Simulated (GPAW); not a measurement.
The system is C.

```
CELL_PARAMETERS angstrom
0.00000 1.78337 1.78337
1.78337 0.00000 1.78337
1.78337 1.78337 0.00000
ATOMIC_POSITIONS crystal
C 0.75000 0.75000 0.75000
C 0.50000 0.50000 0.50000
```

This isn't the form of C at room conditions, which is graphite.

Base run:

```yaml
Program: GPAW 26.7.0
Functional: HSE06
Potentials_or_basis: GPAW PAW data sets (gpaw-data 1.2.1)
Cutoff: 600 eV
Basis: pw
k_mesh: 8 × 8 × 8
Occupations: fermi-dirac, width 0.05 eV
Spin: no spin polarisation
```

Its results: band gap on the k mesh 5.36 eV, indirect (least direct gap 7.00 eV).

Problem. The run is repeated on the same cell with these changes: functional from HSE06 to PBE; cutoff from 600 eV to 650 eV; k mesh from 8 × 8 × 8 to 10 × 10 × 10. What comes out?

Solution. Band gap on the k mesh 4.17 eV, indirect (least direct gap 5.60 eV).

Several settings changed at once, so the effect can't be laid on one alone.

A k mesh can miss the band edges.
